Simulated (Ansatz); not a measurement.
PbS:

```
CELL_PARAMETERS angstrom
3.65366 0.00000 0.00000
0.00000 3.65366 0.00000
0.00000 0.00000 3.65366
ATOMIC_POSITIONS crystal
Pb 0.00000 0.00000 0.00000
S 0.50000 0.50000 0.50000
```

Measurements of this composition are mostly on another form, of space group No. 225.

A run of Ansatz 0.2.0 on this cell left the log below. Logs are shortened: lines on timing, memory, paths and dates and some standing lists are left out, and cuts for length are marked.

```text
Warning: output.stress: scf.convergence.dr2_threshold = 1e-7 eV (the SCF's general default) is looser than the 2e-10 eV advised for a printed stress (1e-10 eV for each atom of the cell: 2). What an SCF threshold leaves in a stress goes as its square root, and in the free energy as the threshold itself, and one threshold admits the most on a small cell: of the crystals measured, under no hybrid functional and no lock of the moments, on runs that ended without the residual-converged pass, on stresses that held no estimate of that error, the worst erred by over 100 MPa in a component at 1e-7 eV an atom and by under 5 at 1e-10. Set scf.convergence.dr2_threshold to 2e-10 eV or tighter. The threshold is an SCF's pass mark: one that does not reach it within its budget of iterations ends unconverged, or closes short of it on a stop that the run arms, and scf.convergence.dr2_threshold's page says what that costs each kind of run
Warning: output.stress: scf.exx.energy_threshold = 1e-6 eV is looser than the 2e-8 eV advised for a stress under a hybrid functional (1e-8 eV for each atom of the cell: 2). Every SCF of the exchange loop can meet its threshold on dr2 while the loop round them stops early: no threshold on dr2 bounds what that leaves in the stress. Set scf.exx.energy_threshold to 2e-8 eV or tighter. The threshold is the loop's pass mark: a loop that does not reach it within its budget of cycles ends unconverged, and scf.exx.energy_threshold's page has the law
Warning: RAYON_NUM_THREADS=2 ignored (pool sized by the plan → 2); use --threads N
exact exchange: scf.exx.singularity resolves to wigner_seitz, which cuts the screened interaction at the faces of the exchange supercell's Wigner-Seitz cell, so that each pair interacts once, at the shortest of its separations (the periodic images that this leaves out come, for a point-like exchange hole, to about 0.065 eV on a filled level). The cut falls within the interaction's reach, and what an exchange supercell this small leaves in the energy, the band gaps and, where it is computed, the pressure is not bounded here. The exchange supercell (the smallest cell that an SCF of this deck is solved on times the 4×4×4 mesh of the exchange sum) has its nearest image at L = 14.61 Å, 1.46 times the interaction's range 1/ω = 10.00 Å. A denser mesh of the exchange sum (kpoints.mp_grid; where a k-mesh is refused, the cell repeated along its short axes), shrinks what is left. The k-mesh (kpoints.mp_grid) can leave an error of its own, as it does under a semilocal functional: two runs of this structure under PBE, one on that k-mesh and one on a denser one or on the cell repeated (per cell), show about how large it is in the energy; in a metal the hybrid's can be larger than they show. Converge the k-mesh under the hybrid itself. See scf.exx.q_mesh
Engine: ansatz 0.2.0, aarch64-unknown-linux-gnu
Pseudopotentials: kind: paw
Pseudopotential: Pb, paw, valence charge 14, recommended cutoff 420 eV (normal), Pb.paw.azcp
Pseudopotential: S, paw, valence charge 6, recommended cutoff 420 eV (normal), S.paw.azcp
Functional definition: unnamed
  parameter a_1 = 0.25
  parameter omega_1 = 0.1/angstrom
  exchange = pbe_x + (-a_1)*pbe_x_sr(omega_1) + a_1*exact_x_sr(omega_1)
  correlation = pbe_c
Crystal: 2 atoms, lattice volume = 48.774 Å³
Basis set: ecut = 420 eV, 949 PW (Γ), exchange–correlation on 50×50×50 points (8 copies of the dense FFT grid, shifted against one another)
Bands: 14, of which v1, the nominal top of the filled ones, is band 10 counted from 1 (9 counted from 0)
Symmetry: 48 space group operations
[... 191 lines left out ...]
Harris-Foulkes:  -12813.070754 eV  (|F-HF|=5.46e-12)
Internal energy: -12813.064677 eV  (E = F + TS)
E sigma→0 (E₀):  -12813.067716 eV
Entropy (-TS):   -0.006077 eV (-3.039 meV/atom)
Fermi energy:    8.505155 eV
--- Per-component energies (eV) ---
  E_band       = -74.412232
  E_kinetic    = 391.585724
  E_local      = -1135.277413  (includes V_loc(G=0)·N_el)
  E_nonlocal   = 378.393015
  E_hartree    = 441.212387
  E_xc         = -249.126803
  E_vxc        = -173.023167  (∫ρ·V_xc dr)
  E_exx        = -46.549032  (= α·E_x^exact, valence–valence)
  E_paw        = -11030.925301  (= ΣΔE_a)
  E_vpaw       = -325.417137  (= ΣTr[D̂ρ^β])
  E_aug_tail   = 0.000048  (compensation charges beyond the density's cutoff)
  E_ewald      = -1562.626095
  E_core_change = 0.248791  (= ΣΔE_core)
  E_smearing   = -0.006077  (= −TS)
  E_closure    = 0.000001  (closes the sum)
  Σ components = -12813.070754   (vs F -12813.070754, Δ=0.00e0)
--- Forces (eV/Å), atoms counted from 1 ---
  atom   1  Pb    -0.00000000     0.00000000     0.00000000
  atom   2  S      0.00000000     0.00000000     0.00000000
  max |Σ_I F_I| component: 1.71e-30 eV/Å
--- Stress (GPa, compression-positive) ---
       -1.493465      -0.000000       0.000000
       -0.000000      -1.493465       0.000000
        0.000000       0.000000      -1.493465
  P = ⅓ Tr σ = -1.4935 GPa (-14.935 kbar)
--- Band table (eV; the first three rows and the last of 10) ---
  k-point 0: bands = ["-10.3845", "-10.3845", "-10.1783", "-10.1783", "-10.1783", "-6.1959", "1.2197", "6.5495", "6.5495", "6.5495", "14.8963", "14.8963", "16.2808", "16.2808"]
  k-point 1: bands = ["-10.3793", "-10.3055", "-10.2088", "-10.2088", "-10.1753", "-5.6464", "0.0050", "6.8834", "7.0924", "7.0924", "12.6225", "14.8131", "14.8131", "15.3947"]
  k-point 2: bands = ["-10.3741", "-10.2392", "-10.2392", "-10.2275", "-10.1721", "-4.7978", "-1.4665", "7.8095", "7.8095", "8.4737", "9.4968", "13.3513", "13.3513", "16.2495"]
  k-point 9: bands = ["-10.3104", "-10.3104", "-10.3104", "-10.1175", "-10.1175", "-3.6851", "2.0917", "5.6918", "5.6918", "5.6918", "8.5365", "8.5365", "8.5365", "23.7677"]
```

Question: What input gives this log?

Answer: Single point with HSE06 form with a typed share of exact exchange, no spin polarisation. The files as run (others can give the same):

input.yaml
```yaml
crystal:
  lattice:
    - [3.653659, 0.0, 0.0]
    - [0.0, 3.653659, 0.0]
    - [0.0, 0.0, 3.653659]
  atoms:
    - { symbol: Pb, position: [0.0, 0.0, 0.0] }
    - { symbol: S, position: [0.5, 0.5, 0.5] }
hamiltonian:
  xc: { exchange: pbe, correlation: pbe, exx: { coeff: 0.25, omega: 0.1 } }
  pseudopotentials: { kind: paw }
kpoints:
  mp_grid: { grid: [4, 4, 4] }
scf:
  occupations: { method: fermi_dirac, width: 0.05 }
output:
  forces: true
  stress: true
  eigenvalues: true
```

Potentials or basis: Ansatz PAW.
Run with:
```sh
$ ansatz run input.yaml --threads 2 --pin off --max-ram 5632MiB --backend cpu --events-out ev --progress --plain --runs-dir out
```

Caveat: the k mesh is coarse (spacing up to 0.43 Å⁻¹), so the values aren't converged, least of all with exact exchange; the PAW data sets come from PBE, with cores solved anew for the run's functional, which leaves a small shift of forces and pressure; the thresholds are loose for stress.
